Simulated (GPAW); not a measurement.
Write an ASE script for GPAW 26.7.0 that does the following.

```yaml
Task: single point
Functional: PBEsol
Potentials_or_basis: PAW data sets generated in the run's folder for this functional
Cutoff: 600 eV
Basis: pw
k_mesh: 12 × 12 × 12
Occupations: fermi-dirac, width 0.05 eV
Spin: no spin polarisation
Maxiter: 150
```

Si2Mo:

```xyz
3
Lattice="-1.6000 1.6000 3.9305 1.6000 -1.6000 3.9305 1.6000 1.6000 -3.9305" Properties=species:S:1:pos:R:3 pbc="T T T"
Mo    0.0000    0.0000    0.0000
Si    0.0000    0.0000    5.2433
Si    0.0000    0.0000    2.6177
```

The input as run:

run.py

```python
from ase import Atoms
from ase.dft.bandgap import bandgap
from ase.io import write
from ase.units import Bohr, GPa
from gpaw import GPAW, PW, setup_paths
from gpaw.elf import elf_from_dft_calculation

setup_paths.insert(0, '.')

atoms = Atoms(['Mo', 'Si', 'Si'],
              cell=[[-1.6, 1.6, 3.9305],
                    [1.6, -1.6, 3.9305],
                    [1.6, 1.6, -3.9305]],
              scaled_positions=[[0.0, 0.0, 0.0],
                                [0.667, 0.667, 0.0],
                                [0.333, 0.333, 0.0]],
              pbc=True)

calc = GPAW(mode=PW(600),
            xc='PBEsol',
            kpts={'size': (12, 12, 12), 'gamma': True},
            occupations={'name': 'fermi-dirac', 'width': 0.05},
            nbands=23,
            convergence={'density': 1e-05, 'energy': 1e-05},
            maxiter=150,
            txt='gpaw.txt')
atoms.calc = calc
energy = atoms.get_potential_energy()
forces = atoms.get_forces()
stress = atoms.get_stress()
calc.write('gs.gpw')
write('result.traj', atoms)
print(f'Energy: {energy:.6f} eV')
print('Forces (eV/A):')
print(forces.round(4))
print('Stress (GPa):', (stress / GPa).round(3))
print('Fermi level:', round(calc.get_fermi_level(), 4), 'eV')
print(f'Gap: {bandgap(calc)[0]:.4f} eV, direct: {bandgap(calc, direct=True)[0]:.4f} eV')

# fields on the real-space grid
write('density.cube', atoms, data=calc.get_pseudo_density() * Bohr**3)
write('potential.cube', atoms, data=calc.get_electrostatic_potential())
write('elf.cube', atoms, data=elf_from_dft_calculation(calc).data)
```

Potentials or basis: PAW data sets generated in the run's folder for this functional, pw.

The run is started by

```bash
$ gpaw-setup -f PBEsol Mo Si
$ OMP_NUM_THREADS=1 python run.py
```

It gave:

```json
{
 "Pressure": "-2.1 GPa",
 "Largest force": "0.313 eV/Å",
 "Band gap on the k mesh": "none (metal or under the smearing width)"
}
```

Wall time 96 s on 1 thread of Intel(R) Xeon(R) 6975P-C (Granite Rapids) (shared host), peak memory 0.28 GiB.
